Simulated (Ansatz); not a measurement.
Ge (diamond), relaxed with r2SCAN in the PAW code Ansatz. The symmetry is Fd-3m (No. 227, cubic); conventional cell a = 5.674 Å, 22.83 Å³ an atom. Ge has 4 Ge at 2.46 Å.

The axes x, y and z are those of this cell:
```yaml
crystal:
  lattice:
    - [0.00000, 2.83687, 2.83687]
    - [2.83687, 0.00000, 2.83687]
    - [2.83687, 2.83687, 0.00000]
  atoms:
    - { symbol: Ge, position: [0.00000, 0.00000, 0.00000] }
    - { symbol: Ge, position: [0.25000, 0.25000, 0.25000] }
```

Unstrained: The r2SCAN gap is direct at Γ: 0.362 eV. HSE06 gives an indirect gap of 0.776 eV, from Γ to L; the least direct gap is 0.779 eV at Γ. Least and direct gap differ so little that the kind isn't settled. A second conduction valley, at Γ, lies only 3 meV higher, so their order isn't settled. Meshes: r2SCAN 8×8×8, HSE06 6×6×6. Strains are changes of length per length, and xy shears are angles. After each strain the atoms were relaxed again with r2SCAN within the symmetry that the strain leaves, so tilts or polar shifts that break it weren't tested; points keep the names that they have in the unstrained zone. (Simulation; spin polarisation is off.)

Problem. One strain changed the r2SCAN stress by xx -1.75, yy -1.75, zz -1.75, xy +0.88, xz +0.88, yz +0.88 GPa (compression positive) and the gap by -0.328 eV (r2SCAN), -0.437 eV (HSE06). Which kind of strain was it, and roughly how large?

Solution. Epitaxial +1.65 % in the plane normal to [111], free normal strain -0.52 %. The pattern of the stress gives the kind; the size needs the stiffness, so it is an estimate.

Problem. Estimate what xy shear, engineering strain (angle) +0.36 % does to the gap.

Solution. r2SCAN: the gap goes from 0.362 to 0.346 eV (-0.016 eV); with r2SCAN the top three valence levels at Γ, degenerate before, become 1+1+1 from the top over 30 meV. HSE06: the gap goes from 0.776 to 0.741 eV (-0.035 eV). The r2SCAN energy rises by 0.1 meV an atom.

Problem. Estimate what isotropic -3.71 % on every length does to the gap.

Solution. r2SCAN: the gap goes from 0.362 to 0.645 eV (+0.283 eV); it turns from direct (Γ) to indirect (Γ → Γ–X (0.75)). HSE06: the gap goes from 0.776 to 1.028 eV (+0.252 eV); the edges go from Γ → L to Γ → Γ–X (0.67). The r2SCAN energy rises by 72.7 meV an atom.

Spin-orbit coupling is left out.

The meshes of the hybrids are coarse, so their gaps aren't converged to the digits shown.

The splittings at Γ are without spin-orbit coupling, which regroups them where it is of like size or larger.
